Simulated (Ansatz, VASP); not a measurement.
# Two plane-wave programs on ZnO

```
Zn O
1.0
     3.24198    0.00000    0.00000
    -1.62099    2.80764    0.00000
     0.00000    0.00000    5.22764
Zn O
2 2
Direct
  0.33333 0.66667 0.00145
  0.66667 0.33333 0.50145
  0.33333 0.66667 0.38065
  0.66667 0.33333 0.88065
```

Alike in both runs: functional PBE; k mesh 8 × 8 × 6; occupations gaussian, width 0.05 eV; no spin polarisation.

Ansatz relaxed the structure, and its values are those at the end. VASP's run is a single point on that final structure, the one shown.

```csv
,VASP,Ansatz
version,VASP 6.6.1,Ansatz 0.2.0
potentials or method,"VASP PAW PBE potentials, release 64 (Zn, O)","scalar-relativistic, plane waves, PAW"
plane-wave cutoff (eV),520,420
valence electrons in the cell,36,36
```

```csv
,VASP,Ansatz,Ansatz less VASP
gap on the k mesh at the Fermi level (eV),0.78,0.80,+0.015
least direct gap on the mesh (eV),0.78,0.80,+0.015
pressure (GPa),6.0,5.0,-1.06
```

As with any semilocal functional, this PBE gap is likely too small.
